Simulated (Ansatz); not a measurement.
MnO:

```
Mn O
1.0
     0.00000    2.22391    2.22391
     2.22391    0.00000    2.22391
     2.22391    2.22391    0.00000
Mn O
1 1
Direct
  0.00000 0.00000 0.00000
  0.50000 0.50000 0.50000
```

The cell is a database's computed one.

Base run:

- Program: Ansatz 0.2.0
- Functional: B3LYP5
- Potentials or basis: Ansatz PAW
- Cutoff: 420 eV
- Density cutoff: 1680 eV
- k mesh: 6 × 6 × 6
- Occupations: fermi-dirac, width 0.05 eV
- Spin: collinear spin, ferromagnetic start
- Starting moments: [4.0, 0.0] μB

Its results: band gap on the k mesh 1.84 eV, indirect (least direct gap 4.36 eV); net moment 5.00 μB per cell; site moments Mn +4.29; O +0.27 μB.

Task: After a change of settings the same cell gave: band gap on the k mesh 1.24 eV, indirect (least direct gap 4.05 eV); net moment 5.00 μB per cell; site moments Mn +4.31; O +0.22 μB. Which change was it?
A. functional from B3LYP5 to r2SCAN50; cutoff from 420 eV to 500 eV; density cutoff from 1680 eV to 2000 eV; k mesh from 6 × 6 × 6 to 5 × 5 × 5
B. functional from B3LYP5 to LDA; k mesh from 6 × 6 × 6 to 10 × 10 × 10
C. functional from B3LYP5 to revPBE; k mesh from 6 × 6 × 6 to 10 × 10 × 10
D. functional from B3LYP5 to HSE06

Result: D.

Caveats: the magnetic or orbital state may not be the lowest; a cell with one magnetic atom can't hold antiferromagnetic order, which such compounds often take.

Not every run made on this cell is shown here.
